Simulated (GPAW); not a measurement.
Runs of GPAW 26.7.0 on TiO2. The structure is monoclinic, space group C2/c (No. 15). The conventional cell has a = 5.412 Å, b = 5.413 Å, c = 5.472 Å, α = 90.00°, β = 118.77°, γ = 90.00°. Around Ti (site symmetry 2) lie 6 O at 1.93 to 2.00 Å. O (site symmetry 1) has 3 Ti at 1.93 to 2.00 Å as nearest neighbours. The cell is a database's computed one.

```tsv
task	level	potentials or basis	k mesh	band path	band points	ranks	gap on the mesh (eV)	pressure (GPa)	largest force (eV/Å)
band structure	PBE	GPAW PAW data sets (gpaw-data 1.2.1), pw	5 × 5 × 4	GYFLI,I1ZHF1,H1Y1XGN,MG	80	-	(a)	-0.7	0.10
band structure	LDA	the program's PAW data sets (release 1.2.1) made for this functional, pw	5 × 5 × 4	GYFLI,I1ZHF1,H1Y1XGN,MG	80	-	1.96	-12.0	(b)
band structure	PBEsol	PAW data sets generated in the run's folder for this functional, pw	5 × 5 × 4	GYFLI,I1ZHF1,H1Y1XGN,MG	80	-	(c)	-6.4	0.20
single point	PBE	GPAW PAW data sets (gpaw-data 1.2.1), pw	8 × 8 × 6	-	-	-	2.08	-0.7	0.10
```

Alike in all rows: no spin polarisation; cell as given; cutoff (eV) 800; smearing fermi-dirac 0.05 eV.

Q: Estimate the missing entries.

A: (a) 2.06; (b) 0.32; (c) 2.01.

A k mesh can miss the band edges.
